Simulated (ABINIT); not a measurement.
# HfB2 (P6/mmm) in ABINIT: notebook

One crystal, HfB2, is run at these levels: PBEsol, PBE; tasks: single point.

Program: ABINIT 10.8.3 (patched build). These are calculated values, not measurements. Logs are shortened: lines on timing, memory, paths and dates and some standing lists are left out, and cuts for length are marked. The log counts tension as positive stress, the text compression.

### 1 Starting point

Symmetry: P6/mmm, No. 191, hexagonal system. The conventional cell has a = 3.140 Å, b = 3.140 Å, c = 3.480 Å, α = 90.00°, β = 90.00°, γ = 120.00°. Hf (site symmetry 6/mmm) has 12 B at 2.51 Å as nearest neighbours. B (site symmetry -6m2) is surrounded by 3 B at 1.81 Å.

### 2 Single point, PBEsol

run.abi reads:

```
# Pseudopotentials
pp_dirpath "./"
pseudos "Hf.upf, B.upf"

# Structure
acell 3*1.0
rprim
     5.9337400313     0.0000000000     0.0000000000
    -2.9668700157     5.1387696066     0.0000000000
     0.0000000000     0.0000000000     6.5762469137
ntypat 2
znucl 72 5
natom 3
typat 1 2 2
xcart
     0.0000000000     0.0000000000     0.0000000000
     2.9668700160     1.7129232020     3.2881234568
    -0.0000000003     3.4258464046     3.2881234568

# Plane-wave basis
ecut 34.0

# k points
kptopt 1
ngkpt 8 8 6
nshiftk 1
shiftk 0.0 0.0 0.0

# Exchange and correlation
ixc -116133

# Bands and occupations
nband 13
occopt 3
tsmear 0.00183747

# SCF cycle
nstep 100
tolvrs 1.0e-10

# Output
iomode 3
prtwf 0
prtden 0
prteig 0
prtebands 0
enunit 2
```

Potentials or basis: PseudoDojo NC SR PBEsol v0.4.1 standard.

The run is started by

```
$ abinit run.abi > log 2>&1
```

run.abo:

```text
.Version 10.8.3 of ABINIT
 Symmetries : space group P6/m m m (#191); Bravais hP (primitive hexag.)
================================================================================
 Values of the parameters that define the memory need of the present run
     intxc =       0    ionmov =       0      iscf =       7    lmnmax =       8
     lnmax =       8     mgfft =      36  mpssoang =       4    mqgrid =    3001
     natom =       3  nloc_mem =       1    nspden =       1   nspinor =       1
    nsppol =       1      nsym =      24    n1xccc =    2501    ntypat =       2
    occopt =       3   xclevel =       2
       mpw =        1919          nfft =       36864          nkpt =          40
================================================================================
================================================================================

--------------------------------------------------------------------------------
------------- Echo of variables that govern the present computation ------------
--------------------------------------------------------------------------------
 -outvars: echo values of preprocessed input variables --------
            acell      1.0000000000E+00  1.0000000000E+00  1.0000000000E+00 Bohr
              amu      1.78490000E+02  1.08110000E+01
             ecut      3.40000000E+01 Hartree
           enunit           2
              ixc     -116133
         kptrlatt        8    0    0      0    8    0      0    0    6
          kptrlen      3.94574815E+01
            natom           3
            nband          13
            ngfft          32      32      36
             nkpt          40
            nstep         100
             nsym          24
           ntypat           2
           occopt           3
           prtden           0
        prtebands           0
           prteig           0
            prtwf           0
            rprim      5.9337400313E+00  0.0000000000E+00  0.0000000000E+00
                      -2.9668700157E+00  5.1387696066E+00  0.0000000000E+00
                       0.0000000000E+00  0.0000000000E+00  6.5762469137E+00
          spgroup         191
           tolvrs      1.00000000E-10
           tsmear      1.83747000E-03 Hartree
            typat      1  2  2
           xangst      0.0000000000E+00  0.0000000000E+00  0.0000000000E+00
                       1.5699999989E+00  9.0643992202E-01  1.7399999988E+00
                      -1.7638951303E-11  1.8128798440E+00  1.7399999988E+00
            xcart      0.0000000000E+00  0.0000000000E+00  0.0000000000E+00
                       2.9668700156E+00  1.7129232022E+00  3.2881234569E+00
                      -3.3332787110E-11  3.4258464044E+00  3.2881234569E+00
             xred      0.0000000000E+00  0.0000000000E+00  0.0000000000E+00
                       6.6666666667E-01  3.3333333333E-01  5.0000000000E-01
                       3.3333333333E-01  6.6666666667E-01  5.0000000000E-01
            znucl       72.00000    5.00000

================================================================================

 chkinp: Checking input parameters for consistency.

================================================================================
== DATASET  1 ==================================================================

--- !DatasetInfo
iteration_state: {dtset: 1, }
dimensions: {natom: 3, nkpt: 40, mband: 13, nsppol: 1, nspinor: 1, nspden: 1, mpw: 1919, }
cutoff_energies: {ecut:  34.0, pawecutdg:  -1.0, }
electrons: {nelect:   1.80000000E+01, charge:   0.00000000E+00, occopt:   3.00000000E+00, tsmear:   1.83747000E-03, }
meta: {optdriver: 0, ionmov: 0, optcell: 0, iscf: 7, paral_kgb: 0, }
...

 Real(R)+Recip(G) space primitive vectors, cartesian coordinates (Bohr,Bohr^-1):
 R(1)=  5.9337400  0.0000000  0.0000000  G(1)=  0.1685278  0.0972996  0.0000000
 R(2)= -2.9668700  5.1387696  0.0000000  G(2)=  0.0000000  0.1945991  0.0000000
 R(3)=  0.0000000  0.0000000  6.5762469  G(3)=  0.0000000  0.0000000  0.1520624
 Unit cell volume ucvol=  2.0052373E+02 bohr^3
 Angles (23,13,12)=  9.00000000E+01  9.00000000E+01  1.20000000E+02 degrees

 getcut: wavevector=  0.0000  0.0000  0.0000  ngfft=  32  32  36
         ecut(hartree)=     34.000   => boxcut(ratio)=   2.05455

--- Pseudopotential description ------------------------------------------------
- pspini: atom type   1  psp file is ./Hf.upf
12 -116133 3 -1 1656                          pspcod,pspxc,lmax,lloc,mmax
     nproj     2     2     2     2

- pspini: atom type   2  psp file is ./B.upf
12 -116133 1 -1 1534                          pspcod,pspxc,lmax,lloc,mmax
     nproj     2     2     0     0

   5.11090160E+02                                ecore*ucvol(ha*bohr**3)
--------------------------------------------------------------------------------

================================================================================

--- !BeginCycle
iteration_state: {dtset: 1, }
solver: {iscf: 7, nstep: 100, nline: 4, wfoptalg: 0, }
tolerances: {tolvrs: 1.00E-10, }
...

     iter   Etot(hartree)      deltaE(h)  residm     vres2
 ETOT  1  -62.288706204753    -6.229E+01 5.668E-02 4.207E+02
 ETOT  2  -62.355523849455    -6.682E-02 1.857E-01 1.055E+02
 ETOT  3  -62.373191492920    -1.767E-02 6.729E-03 7.884E-02
 ETOT  4  -62.373217801047    -2.631E-05 1.796E-02 2.674E-03
 ETOT  5  -62.373218262296    -4.612E-07 7.479E-03 5.982E-06
 ETOT  6  -62.373218263639    -1.343E-09 1.226E-02 2.118E-08
 ETOT  7  -62.373218263645    -6.018E-12 9.777E-03 8.266E-11

 At SCF step    7       vres2   =  8.27E-11 < tolvrs=  1.00E-10 =>converged.

 Cartesian components of stress tensor (hartree/bohr^3)
  sigma(1 1)=  1.12976003E-04  sigma(3 2)=  0.00000000E+00
  sigma(2 2)=  1.12976003E-04  sigma(3 1)=  0.00000000E+00
  sigma(3 3)=  1.64284168E-04  sigma(2 1)=  1.24772419E-13

--- !ResultsGS
iteration_state: {dtset: 1, }
comment   : Summary of ground state results
lattice_vectors:
- [  5.9337400,   0.0000000,   0.0000000, ]
- [ -2.9668700,   5.1387696,   0.0000000, ]
- [  0.0000000,   0.0000000,   6.5762469, ]
lattice_lengths: [   5.93374,    5.93374,    6.57625, ]
lattice_angles: [ 90.000,  90.000, 120.000, ] # degrees, (23, 13, 12)
lattice_volume:   2.0052373E+02
convergence: {deltae: -6.018E-12, res2:  8.266E-11, residm:  9.777E-03, diffor: null, }
etotal    :  -6.23732183E+01
entropy   :   0.00000000E+00
fermie    :   4.67060278E-01
cartesian_stress_tensor: # hartree/bohr^3
- [  1.12976003E-04,   1.24772419E-13,   0.00000000E+00, ]
- [  1.24772419E-13,   1.12976003E-04,   0.00000000E+00, ]
- [  0.00000000E+00,   0.00000000E+00,   1.64284168E-04, ]
pressure_GPa:  -3.8270E+00
xred      :
- [  0.0000E+00,   0.0000E+00,   0.0000E+00, Hf]
- [  6.6667E-01,   3.3333E-01,   5.0000E-01,  B]
- [  3.3333E-01,   6.6667E-01,   5.0000E-01,  B]
cartesian_forces: # hartree/bohr
- [  1.89077294E-30,  -1.20080209E-29,  -0.00000000E+00, ]
- [ -3.07250603E-29,  -2.75638662E-29,  -0.00000000E+00, ]
- [  2.88342874E-29,   3.95718872E-29,  -0.00000000E+00, ]
force_length_stats: {min:   1.21559693E-29, max:   4.89627448E-29, mean:   3.41319262E-29, }
...

 Integrated electronic density in atomic spheres:
 ------------------------------------------------
 Atom  Sphere_radius  Integrated_density
    1        2.00000          8.51479721
    2        2.00000          2.69000980
    3        2.00000          2.69000980
================================================================================

 ----iterations are completed or convergence reached----

 Mean square residual over all n,k,spin=   28.534E-06; max=  97.766E-04
 reduced coordinates (array xred) for    3 atoms
       0.000000000000      0.000000000000      0.000000000000
       0.666666666667      0.333333333333      0.500000000000
       0.333333333333      0.666666666667      0.500000000000
 rms dE/dt=  1.0412E-28; max dE/dt=  1.9353E-28; dE/dt below (all hartree)
    1       0.000000000000      0.000000000000      0.000000000000
    2       0.000000000000     -0.000000000000      0.000000000000
    3      -0.000000000000     -0.000000000000      0.000000000000

 cartesian coordinates (angstrom) at end:
    1      0.00000000000000     0.00000000000000     0.00000000000000
    2      1.56999999891948     0.90643992201629     1.73999999882018
    3     -0.00000000001764     1.81287984403258     1.73999999882018

 cartesian forces (hartree/bohr) at end:
    1      0.00000000000000    -0.00000000000000    -0.00000000000000
    2     -0.00000000000000    -0.00000000000000    -0.00000000000000
    3      0.00000000000000     0.00000000000000    -0.00000000000000
 frms,max,avg= 2.1727898E-29 3.9571887E-29   0.000E+00  0.000E+00  0.000E+00 h/b

 cartesian forces (eV/Angstrom) at end:
    1      0.00000000000000    -0.00000000000000    -0.00000000000000
    2     -0.00000000000000    -0.00000000000000    -0.00000000000000
    3      0.00000000000000     0.00000000000000    -0.00000000000000
 frms,max,avg= 1.1172934E-27 2.0348683E-27   0.000E+00  0.000E+00  0.000E+00 e/A
 length scales=  1.000000000000  1.000000000000  1.000000000000 bohr
              =  0.529177210544  0.529177210544  0.529177210544 angstroms
 Fermi (or HOMO) energy (hartree) =   0.46706   Average Vxc (hartree)=  -0.48011
 Eigenvalues (hartree) for nkpt=  40  k points:
 kpt#   1, nband= 13, wtk=  0.00260, kpt=  0.0000  0.0000  0.0000 (reduced coord)
  -1.80524   -0.66157   -0.64325   -0.64325   -0.04340    0.34956    0.35473    0.35473
   0.36027    0.60812    0.60854    0.63305    0.63811
      occupation numbers for kpt#   1
   2.00000    2.00000    2.00000    2.00000    2.00000    2.00000    2.00000    2.00000
   2.00000    0.00000    0.00000    0.00000    0.00000
 prteigrs : prtvol=0 or 1, do not print more k-points.

 Fermi (or HOMO) energy (eV) =  12.70936   Average Vxc (eV)= -13.06452
 Eigenvalues (   eV  ) for nkpt=  40  k points:
 kpt#   1, nband= 13, wtk=  0.00260, kpt=  0.0000  0.0000  0.0000 (reduced coord)
 -49.12316  -18.00231  -17.50371  -17.50371   -1.18104    9.51198    9.65257    9.65257
   9.80334   16.54771   16.55908   17.22628   17.36395
 prteigrs : prtvol=0 or 1, do not print more k-points.

--- !EnergyTerms
iteration_state     : {dtset: 1, }
comment             : Components of total free energy in Hartree
kinetic             :  1.87183946698647E+01
hartree             :  6.50140263654412E+00
xc                  : -1.67212340324608E+01
Ewald energy        : -4.88499196945417E+01
psp_core            :  2.54877645587901E+00
local_psp           : -2.72652241458160E+01
non_local_psp       :  2.69466808180923E+00
internal            : -6.23731360287214E+01
'-kT*entropy'       : -8.22349238981189E-05
total_energy        : -6.23732182636453E+01
total_energy_eV     : -1.69726173357693E+03
band_energy         : -5.02834956468600E+00
...

 Cartesian components of stress tensor (hartree/bohr^3)
  sigma(1 1)=  1.12976003E-04  sigma(3 2)=  0.00000000E+00
  sigma(2 2)=  1.12976003E-04  sigma(3 1)=  0.00000000E+00
  sigma(3 3)=  1.64284168E-04  sigma(2 1)=  1.24772419E-13

-Cartesian components of stress tensor (GPa)         [Pressure= -3.8270E+00 GPa]
- sigma(1 1)=  3.32386876E+00  sigma(3 2)=  0.00000000E+00
- sigma(2 2)=  3.32386876E+00  sigma(3 1)=  0.00000000E+00
- sigma(3 3)=  4.83340709E+00  sigma(2 1)=  3.67093130E-09

== END DATASET(S) ==============================================================
================================================================================

 -outvars: echo values of variables after computation  --------
            acell      1.0000000000E+00  1.0000000000E+00  1.0000000000E+00 Bohr
           etotal     -6.2373218264E+01
            fcart      1.8907729421E-30 -1.2008020938E-29 -0.0000000000E+00
                      -3.0725060309E-29 -2.7563866244E-29 -0.0000000000E+00
                       2.8834287367E-29  3.9571887182E-29 -0.0000000000E+00
            rprim      5.9337400313E+00  0.0000000000E+00  0.0000000000E+00
                      -2.9668700157E+00  5.1387696066E+00  0.0000000000E+00
                       0.0000000000E+00  0.0000000000E+00  6.5762469137E+00
           strten      1.1297600294E-04  1.1297600273E-04  1.6428416769E-04
                       0.0000000000E+00  0.0000000000E+00  1.2477241866E-13
           xangst      0.0000000000E+00  0.0000000000E+00  0.0000000000E+00
                       1.5699999989E+00  9.0643992202E-01  1.7399999988E+00
                      -1.7638951303E-11  1.8128798440E+00  1.7399999988E+00
             xred      0.0000000000E+00  0.0000000000E+00  0.0000000000E+00
                       6.6666666667E-01  3.3333333333E-01  5.0000000000E-01
                       3.3333333333E-01  6.6666666667E-01  5.0000000000E-01
 Calculation completed.
```

Run time: 25 s. Hardware: 1 thread of Arm Neoverse V1, shared host; peak memory 0.07 GiB.

Results:

```
Free energy                                           : -1697.2617 eV
Pressure                                              : -3.8 GPa
Band gap on the k mesh                                : none (metal or under the smearing width)
Valence electrons inside the program's atomic spheres : Hf 8.51; B 2.69
```

### 3 Single point, PBE, spin-orbit coupling, no magnetisation

run.abi reads:

```
# Pseudopotentials
pp_dirpath "./"
pseudos "Hf.GGA_PBE-JTH.xml, B.GGA_PBE-JTH.xml"

# Structure
acell 3*1.0
rprim
     5.9337400313     0.0000000000     0.0000000000
    -2.9668700157     5.1387696066     0.0000000000
     0.0000000000     0.0000000000     6.5762469137
ntypat 2
znucl 72 5
natom 3
typat 1 2 2
xcart
     0.0000000000     0.0000000000     0.0000000000
     1.5700000002     0.9064399225     1.7400000000
    -0.0000000002     1.8128798454     1.7400000000 Angstrom

# Plane-wave basis
ecut 14.0
pawecutdg 28.0
pawxcdev 0

# k points
kptopt 4
ngkpt 8 8 6
nshiftk 1
shiftk 0.0 0.0 0.0

# Exchange and correlation
ixc 11

# Bands and occupations
nband 26
occopt 3
tsmear 0.00183747

# Spin
nspinor 2
nspden 1
pawspnorb 1

# SCF cycle
nstep 100
tolvrs 1.0e-9

# Output
iomode 3
prtwf 0
prtden 0
prteig 0
prtebands 0
enunit 1
```

Potentials or basis: JTH PAW PBE v2.0.

The run is started by

```
$ abinit run.abi > log 2>&1
```

run.abo:

```text
.Version 10.8.3 of ABINIT
 Symmetries : space group P6 2 2 (#177); Bravais hP (primitive hexag.)
================================================================================
 Values of the parameters that define the memory need of the present run
     intxc =       0    ionmov =       0      iscf =      17    lmnmax =      18
     lnmax =       6     mgfft =      24  mpssoang =       3    mqgrid =    3001
     natom =       3  nloc_mem =       2    nspden =       1   nspinor =       2
    nsppol =       1      nsym =      12    n1xccc =       1    ntypat =       2
    occopt =       3   xclevel =       2
       mpw =         514          nfft =        9600          nkpt =          44
 PAW method is used; the additional fine FFT grid is defined by:
   mgfftf=        32    nfftf =     28800
================================================================================
================================================================================

--------------------------------------------------------------------------------
------------- Echo of variables that govern the present computation ------------
--------------------------------------------------------------------------------
 -outvars: echo values of preprocessed input variables --------
            acell      1.0000000000E+00  1.0000000000E+00  1.0000000000E+00 Bohr
              amu      1.78490000E+02  1.08110000E+01
             ecut      1.40000000E+01 Hartree
           enunit           1
              ixc          11
           kptopt           4
[... 225 lines left out ...]
total_energy_dc     : -5.58961538580913E+01
total_energy_dc_eV  : -1.52101183229730E+03
...

--- !EnergyTermsWithPAWCore
iteration_state     : {dtset: 1, }
comment             : 'Components of total free energy, including PAW core contributions'
Total energy        : -1.51283222988166E+04
Total energy DC     : -1.51283223008444E+04
Total energy (eV)   : -4.11662621326787E+05
Total energy DC (eV): -4.11662621381965E+05
...

 Cartesian components of stress tensor (hartree/bohr^3)
  sigma(1 1)= -2.70459043E-06  sigma(3 2)=  0.00000000E+00
  sigma(2 2)= -2.70459116E-06  sigma(3 1)=  0.00000000E+00
  sigma(3 3)= -8.34871316E-07  sigma(2 1)=  4.40837074E-13

-Cartesian components of stress tensor (GPa)         [Pressure=  6.1235E-02 GPa]
- sigma(1 1)= -7.95717975E-02  sigma(3 2)=  0.00000000E+00
- sigma(2 2)= -7.95718191E-02  sigma(3 1)=  0.00000000E+00
- sigma(3 3)= -2.45627621E-02  sigma(2 1)=  1.29698745E-08

== END DATASET(S) ==============================================================
================================================================================

 -outvars: echo values of variables after computation  --------
            acell      1.0000000000E+00  1.0000000000E+00  1.0000000000E+00 Bohr
           etotal     -5.5896153858E+01
            fcart     -4.7269323552E-31  2.7290956676E-31 -0.0000000000E+00
                       2.3634661776E-31 -1.3645478338E-31 -0.0000000000E+00
                       2.3634661776E-31 -1.3645478338E-31 -0.0000000000E+00
            rprim      5.9337400313E+00  0.0000000000E+00  0.0000000000E+00
                      -2.9668700157E+00  5.1387696066E+00  0.0000000000E+00
                       0.0000000000E+00  0.0000000000E+00  6.5762469137E+00
           strten     -2.7045904262E-06 -2.7045911585E-06 -8.3487131591E-07
                       0.0000000000E+00  0.0000000000E+00  4.4083707393E-13
           xangst      0.0000000000E+00  0.0000000000E+00  0.0000000000E+00
                       1.5699999989E+00  9.0643992202E-01  1.7399999988E+00
                      -1.7639534915E-11  1.8128798440E+00  1.7399999988E+00
             xred      0.0000000000E+00  0.0000000000E+00  0.0000000000E+00
                       6.6666666667E-01  3.3333333333E-01  5.0000000000E-01
                       3.3333333333E-01  6.6666666667E-01  5.0000000000E-01
 Calculation completed.
```

Run time: 31 s. Hardware: 1 thread of Arm Neoverse V1, shared host; peak memory 0.11 GiB.

Results:

```
Free energy                                           : -1521.0118 eV
Band gap on the k mesh                                : none (metal or under the smearing width)
Valence electrons inside the program's atomic spheres : Hf 9.70; B 1.85
```

Caveat: the cutoff is too short for stress, so the log's stress isn't used.
